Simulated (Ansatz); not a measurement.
Runs of Ansatz 0.2.0 on K. It takes space group Im-3m (No. 229, cubic). The conventional cell has a = 5.395 Å, b = 5.395 Å, c = 5.395 Å, α = 90.00°, β = 90.00°, γ = 90.00°. 

```tsv
task	level	potentials or basis	cell	k mesh	cutoff (eV)	smearing	driver	gap on the mesh (eV)	pressure (GPa)
single point	LDA	Ansatz PAW	as given	7 × 7 × 7	420	gaussian 0.1 eV	-	none	-0.6
electric field gradients	LC-wPBE	Ansatz PAW earlier set	as given	5 × 5 × 5	390	gaussian 0.02 eV	-	none	-
electrostatic potential	HISS	JTH PAW	as given	5 × 5 × 5	690	gaussian 0.025 eV	chain	none	-
relaxation of cell and atoms	PBEsol+D3(BJ)	Ansatz PAW	relaxed	7 × 7 × 7	420	fermi-dirac 0.05 eV	-	none	0.0
single point	BPBE+D3(BJ)	SSSP efficiency PAW	as given	7 × 7 × 7	816	fermi-dirac 0.025 eV	-	none	(a)
```

Alike in all rows: no spin polarisation.

Problem. Estimate the missing entries.

Solution. (a) -0.7.

Caveats: the PAW data sets come from PBE, with cores solved anew for the run's functional, which leaves a small shift of forces and pressure (some runs); pairwise dispersion overbinds metals, which lowers pressure and volume (some runs); the plane-wave basis is chosen anew once the cell has moved, so the energies of steps on either side of that aren't comparable (some runs); the potentials were made for another functional, which shifts forces and pressure (some runs).

A k mesh can miss the band edges.

A gap of «none» marks a metal or a gap under the smearing width.

Not every run made on this cell is shown here.
